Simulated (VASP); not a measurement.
## Input and output of a VASP r²SCAN single-point calculation on LiCl (zincblende)

INCAR

```
ISIF = 2
LASPH = .TRUE.
SIGMA = 0.01
PREC = Accurate
EDIFF = 1E-7
LWAVE = .FALSE.
IBRION = -1
NELM = 120
NSW = 0
ALGO = Normal
LREAL = .FALSE.
METAGGA = R2SCAN
ISMEAR = 0
NBANDS = 12
ENCUT = 520
LCHARG = .FALSE.
```

KPOINTS

```
KPOINTS created by Atomic Simulation Environment
0
Gamma
8 8 8
0 0 0
```

KPOINTS_OPT

```
special points
6
Reciprocal
0.0000000000 0.0000000000 0.0000000000 1
0.5000000000 0.0000000000 0.5000000000 1
0.5000000000 0.2500000000 0.7500000000 1
0.3750000000 0.3750000000 0.7500000000 1
0.5000000000 0.5000000000 0.5000000000 1
0.6250000000 0.2500000000 0.6250000000 1
```

POSCAR

```
Li Cl
 1.0000000000000000
    -0.0000000000000000    2.7330425338988040    2.7330425338988040
     2.7330425338988040   -0.0000000000000000    2.7330425338988040
     2.7330425338988040    2.7330425338988040    0.0000000000000000
 Li  Cl
   1   1
Cartesian
  0.0000000000000000  0.0000000000000000  0.0000000000000000
  1.3665212669494020  1.3665212669494020  1.3665212669494020
```

VASP ran with the recommended PBE PAW datasets (10 valence electrons in the cell).

Command

```
mpirun -np 1 vasp_std
```

OSZICAR

```
N       E                     dE             d eps       ncg     rms          rms(c)
DAV:   1     0.376825449861E+02    0.37683E+02   -0.40784E+03   696   0.776E+02
DAV:   2    -0.114786033742E+02   -0.49161E+02   -0.47493E+02   828   0.144E+02
DAV:   3    -0.145577747591E+02   -0.30792E+01   -0.30701E+01   920   0.387E+01
DAV:   4    -0.146686109504E+02   -0.11084E+00   -0.11082E+00  1068   0.717E+00
DAV:   5    -0.146692612291E+02   -0.65028E-03   -0.65027E-03   924   0.589E-01    0.244E+00
DAV:   6    -0.125705090663E+02    0.20988E+01   -0.45844E-01   904   0.495E+00    0.240E+00
DAV:   7    -0.125733975863E+02   -0.28885E-02   -0.18727E-01   828   0.234E+00    0.107E+00
DAV:   8    -0.125749378487E+02   -0.15403E-02   -0.18596E-02   888   0.701E-01    0.499E-01
DAV:   9    -0.125777594370E+02   -0.28216E-02   -0.53231E-03   716   0.549E-01    0.127E-01
DAV:  10    -0.125778604655E+02   -0.10103E-03   -0.16919E-04  1036   0.959E-02    0.385E-02
DAV:  11    -0.125778899581E+02   -0.29493E-04   -0.13299E-04   816   0.648E-02    0.208E-02
DAV:  12    -0.125778962568E+02   -0.62988E-05   -0.48266E-06   896   0.150E-02    0.257E-03
DAV:  13    -0.125778956470E+02    0.60977E-06   -0.10937E-07   976   0.240E-03    0.564E-04
DAV:  14    -0.125778953306E+02    0.31646E-06   -0.10757E-08   632   0.606E-04    0.309E-04
DAV:  15    -0.125778952217E+02    0.10890E-06   -0.13983E-09   472   0.290E-04    0.217E-04
DAV:  16    -0.125778952023E+02    0.19369E-07   -0.32090E-10   436   0.118E-04
   1 F= -.12577895E+02 E0= -.12577895E+02  d E =-.167108E-31
       N       E                     dE             ncg
DAV:   1    -0.187260405776E+03   -0.21421E+04      144
DAV:   2    -0.484151572305E+03   -0.29689E+03      176
DAV:   3    -0.502752391110E+03   -0.18601E+02      196
DAV:   4    -0.503451939199E+03   -0.69955E+00      216
DAV:   5    -0.503456593038E+03   -0.46538E-02      200
DAV:   6    -0.503456692362E+03   -0.99324E-04      212
DAV:   7    -0.503456692938E+03   -0.57596E-06      200
DAV:   8    -0.503456692953E+03   -0.14753E-07      184
```

From OUTCAR

```
k-points           NKPTS =     29   k-points in BZ     NKDIM =     29   number of bands    NBANDS=     12

   NELECT =      10.0000    total number of electrons

   dimension x,y,z NGX =    30 NGY =   30 NGZ =   30
   dimension x,y,z NGXF=    60 NGYF=   60 NGZF=   60

  energy-cutoff  :      520.00
  volume of cell :       40.83
      direct lattice vectors                 reciprocal lattice vectors
     0.000000000  2.733042534  2.733042534    -0.182946293  0.182946293  0.182946293
     2.733042534  0.000000000  2.733042534     0.182946293 -0.182946293  0.182946293
     2.733042534  2.733042534  0.000000000     0.182946293  0.182946293 -0.182946293

 k-points in reciprocal lattice and weights: KPOINTS created by Atomic Simulation Env
   0.00000000  0.00000000  0.00000000       0.002
   0.12500000  0.00000000  0.00000000       0.016
   0.25000000  0.00000000  0.00000000       0.016
   0.37500000  0.00000000  0.00000000       0.016
   0.50000000  0.00000000  0.00000000       0.008
   0.12500000  0.12500000  0.00000000       0.012
   0.25000000  0.12500000  0.00000000       0.047
   0.37500000  0.12500000  0.00000000       0.047
   ...

 E-fermi :  -1.4802

 k-point     1 :       0.0000    0.0000    0.0000
  band No.  band energies     occupation
      1     -45.6931      2.00000
      2     -14.8572      2.00000
      3      -1.5595      2.00000
      4      -1.5595      2.00000
      5      -1.5594      2.00000
      6       5.2106      0.00000
      7       9.4914      0.00000
      8       9.4914      0.00000
      9       9.4919      0.00000
     10      13.7581      0.00000
     11      13.7581      0.00000
     12      17.1331      0.00000

 k-point     2 :       0.1250    0.0000    0.0000
  band No.  band energies     occupation
      1     -45.6929      2.00000
      2     -14.8157      2.00000
      3      -1.9267      2.00000
      4      -1.6055      2.00000
      5      -1.6055      2.00000
      6       5.6162      0.00000
      7       9.6050      0.00000
      8       9.6715      0.00000
      9       9.6720      0.00000
     10      13.2361      0.00000
     11      13.2361      0.00000
     12      16.0128      0.00000

 k-point     3 :       0.2500    0.0000    0.0000
  band No.  band energies     occupation
      1     -45.6923      2.00000
      2     -14.7119      2.00000
      3      -2.6930      2.00000
      4      -1.7121      2.00000
      5      -1.7121      2.00000
      6       6.4995      0.00000
      7       9.7940      0.00000
      8       9.8677      0.00000
      9       9.8681      0.00000
     10      13.0809      0.00000
     11      13.0810      0.00000
     12      15.4751      0.00000

 k-point     4 :       0.3750    0.0000    0.0000
  band No.  band energies     occupation
      1     -45.6918      2.00000
      2     -14.6030      2.00000
      3      -3.3514      2.00000
      4      -1.8128      2.00000
      5      -1.8127      2.00000
      6       7.3199      0.00000
      7       9.7016      0.00000
      8       9.7019      0.00000
      9       9.8816      0.00000
     10      14.2033      0.00000
     11      14.2034      0.00000
     12      15.6834      0.00000

 k-point     5 :       0.5000    0.0000    0.0000
  band No.  band energies     occupation
      1     -45.6916      2.00000
      2     -14.5562      2.00000
      3      -3.6027      2.00000
      4      -1.8530      2.00000
      5      -1.8530      2.00000
      6       7.6514      0.00000
      7       9.5745      0.00000
      8       9.5748      0.00000
      9       9.9096      0.00000
     10      15.5286      0.00000
     11      15.5288      0.00000
     12      15.9934      0.00000

 k-point     6 :       0.1250    0.1250    0.0000
  band No.  band energies     occupation
      1     -45.6929      2.00000
      2     -14.8019      2.00000
      3      -1.8889      2.00000
      4      -1.6986      2.00000
      5      -1.6986      2.00000
      6       5.7161      0.00000
      7       9.4767      0.00000
      8       9.8717      0.00000
      9       9.8720      0.00000
     10      12.1421      0.00000
     11      14.0100      0.00000
     12      17.2411      0.00000

 k-point     7 :       0.2500    0.1250    0.0000
  band No.  band energies     occupation
      1     -45.6924      2.00000
      2     -14.7191      2.00000
      3      -2.4660      2.00000
      4      -1.8353      2.00000
      5      -1.7764      2.00000
      6       6.3482      0.00000
      7       9.6759      0.00000
      8       9.9345      0.00000
      9      10.2281      0.00000
     10      11.7574      0.00000
     11      14.0720      0.00000
     12      16.6013      0.00000

 k-point     8 :       0.3750    0.1250    0.0000
  band No.  band energies     occupation
      1     -45.6918      2.00000
      2     -14.6113      2.00000
      3      -3.1257      2.00000
      4      -1.9337      2.00000
      5      -1.9043      2.00000
      6       7.1595      0.00000
      7       9.2707      0.00000
      8      10.1863      0.00000
      9      10.2077      0.00000
     10      12.8608      0.00000
     11      14.8472      0.00000
     12      16.2813      0.00000

 k-point     9 :       0.5000    0.1250    0.0000
  band No.  band energies     occupation
      1     -45.6915      2.00000
      2     -14.5428      2.00000
      3      -3.4928      2.00000
      4      -2.0340      2.00000
      5      -1.9424      2.00000
      6       7.8330      0.00000
      7       8.7317      0.00000
      8       9.9884      0.00000
      9      10.6960      0.00000
     10      14.1603      0.00000
     11      15.5452      0.00000
     12      16.1608      0.00000

 k-point    10 :      -0.3750    0.1250    0.0000
  band No.  band energies     occupation
      1     -45.6916      2.00000
      2     -14.5583      2.00000
      3      -3.4151      2.00000
      4      -2.0881      2.00000
      5      -1.8583      2.00000
      6       7.8528      0.00000
      7       8.7324      0.00000
      8       9.9524      0.00000
      9      10.6223      0.00000
     10      13.7911      0.00000
     11      15.3233      0.00000
     12      15.9296      0.00000

 k-point    11 :      -0.2500    0.1250    0.0000
  band No.  band energies     occupation
      1     -45.6920      2.00000
      2     -14.6473      2.00000
      3      -2.9348      2.00000
      4      -2.0253      2.00000
      5      -1.7248      2.00000
      6       7.0657      0.00000
      7       9.3538      0.00000
      8      10.0851      0.00000
      9      10.1509      0.00000
     10      12.3508      0.00000
     11      14.4600      0.00000
     12      16.3460      0.00000

 k-point    12 :      -0.1250    0.1250    0.0000
  band No.  band energies     occupation
      1     -45.6926      2.00000
      2     -14.7533      2.00000
      3      -2.3087      2.00000
      4      -1.8350      2.00000
      5      -1.6175      2.00000
      6       6.1679      0.00000
      7       9.7523      0.00000
      8       9.8171      0.00000
      9       9.8973      0.00000
     10      12.2749      0.00000
     11      13.4933      0.00000
     12      16.5184      0.00000

 k-point    13 :       0.2500    0.2500    0.0000
  band No.  band energies     occupation
      1     -45.6921      2.00000
      2     -14.6650      2.00000
      3      -2.5266      2.00000
      4      -2.0116      2.00000
      5      -2.0116      2.00000
      6       6.3190      0.00000
      7       9.5063      0.00000
      8      10.7128      0.00000
      9      10.9222      0.00000
     10      10.9226      0.00000
     11      14.7202      0.00000
     12      18.8356      0.00000

 k-point    14 :       0.3750    0.2500    0.0000
  band No.  band energies     occupation
      1     -45.6916      2.00000
      2     -14.5787      2.00000
      3      -2.9327      2.00000
      4      -2.1720      2.00000
      5      -2.1365      2.00000
      6       6.5117      0.00000
      7       9.3379      0.00000
      8      10.5424      0.00000
      9      11.2973      0.00000
     10      12.3704      0.00000
     11      15.3651      0.00000
     12      17.5287      0.00000

 k-point    15 :       0.5000    0.2500    0.0000
  band No.  band energies     occupation
      1     -45.6913      2.00000
      2     -14.5101      2.00000
      3      -3.2374      2.00000
      4      -2.3937      2.00000
      5      -2.1463      2.00000
      6       6.9755      0.00000
      7       9.2445      0.00000
      8      10.9380      0.00000
      9      11.1170      0.00000
     10      13.2798      0.00000
     11      15.6531      0.00000
     12      16.4356      0.00000

 ...

  Total       -0.0701535     -0.0701535     -0.0701535      0.0000000      0.0000000      0.0000000
  in kB       -2.7529029     -2.7529029     -2.7529029      0.0000000      0.0000000      0.0000000
  external PRESSURE =      -2.7529029 kB  Pullay stress =       0.0000000 kB

 POSITION                                       TOTAL-FORCE (eV/Angst)
 -----------------------------------------------------------------------------------
      0.00000      0.00000      0.00000         0.000000     -0.000000      0.000000
      1.36652      1.36652      1.36652        -0.000000      0.000000     -0.000000
 -----------------------------------------------------------------------------------
    total drift:                                0.000000      0.000000      0.000000

  FREE ENERGIE OF THE ION-ELECTRON SYSTEM (eV)
  ---------------------------------------------------
  free  energy   TOTEN  =       -12.5778952023 eV

  energy  without entropy=      -12.5778952023  energy(sigma->0) =      -12.57789520
```

```json
{
 "gap between bands v and c": "6.77 eV",
 "least direct gap": "6.77 eV",
 "pressure": "-0.3 GPa"
}
```

Band v is the last that the valence electrons fill when counted band by band, and c is the next.

The run took about 88 s on one core of a shared host (Intel Xeon Platinum 8488C) and held 0.16 GiB at most.
